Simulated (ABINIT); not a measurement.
A run of ABINIT 10.8.3 (patched build):

File run.abi:

```
pp_dirpath "./"
pseudos "Al.GGA_PBE-JTH.xml"

acell 3*1.0
rprim
     0.0000000000     3.8263269058     3.8263269058
     3.8263269058     0.0000000000     3.8263269058
     3.8263269058     3.8263269058     0.0000000000
ntypat 1
znucl 13
natom 1
typat 1
xred
     0.0000000000     0.0000000000     0.0000000000

ecut 408.170794 eV
pawecutdg 30.0

kptopt 1
ngkpt 11 11 11
nshiftk 1
shiftk 0.0 0.0 0.0

ixc 11

nband 6
occopt 3
tsmear 0.05 eV

nstep 100
tolvrs 1.0e-9

iomode 3
prtwf 0
prtden 0
prteig 0
prtebands 0
```

Potentials or basis: JTH PAW PBE v2.0.

Run with:

```bash
$ abinit run.abi > log 2>&1
```

Hardware: 1 thread of Arm Neoverse V1, on a shared host.

Problem. Estimate the wall time of this run.

Solution. Run time: 2.7 s on 1 thread of Arm Neoverse V1, on a shared host, peak memory 0.07 GiB. Counts: scf iterations 7, mpi ranks 1, k points 56, bands 6, plane waves 322.
